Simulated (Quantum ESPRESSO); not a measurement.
Runs of Quantum ESPRESSO 7.5 on Ir. The structure is cubic, space group Fm-3m (No. 225). The conventional cell has a = 3.831 Å, b = 3.831 Å, c = 3.831 Å, α = 90.00°, β = 90.00°, γ = 90.00°. Ir (site symmetry m-3m) has 12 Ir at 2.71 Å as nearest neighbours. 

```tsv
level	ASE optimiser	rVV10 parameter b	dispersion computed by	gap on the mesh (eV)	pressure (GPa)	relaxed volume (Å³/atom)
PBEsol+D3	LBFGS	-	-	none	-0.1	13.82
PBEsol+rVV10	BFGS	6.3	-	none	-0.1	13.79
PBEsol+D4	BFGS	-	dftd4 4.3.1 through ASE	none	-0.1	13.84
PBEsol+D3(BJ)	BFGS	-	-	none	-0.1	13.82
PBEsol	FIRE	-	-	none	0.0	(a)
```

Alike in all rows: task relaxation of cell and atoms; potentials or basis GBRV 1.5 PBEsol; no spin polarisation; cell relaxed; k mesh 12 × 12 × 12; cutoff (eV) 612; smearing fermi-dirac 0.05 eV.

Fill in the values left out.

(a) 14.03.

Caveats: pairwise dispersion overbinds metals, which lowers pressure and volume (some runs); rVV10's parameter b was fitted to another functional (some runs).

A k mesh can miss the band edges, and the runs leave out spin-orbit coupling on Ir.

A gap of «none» marks a metal or a gap under the smearing width.
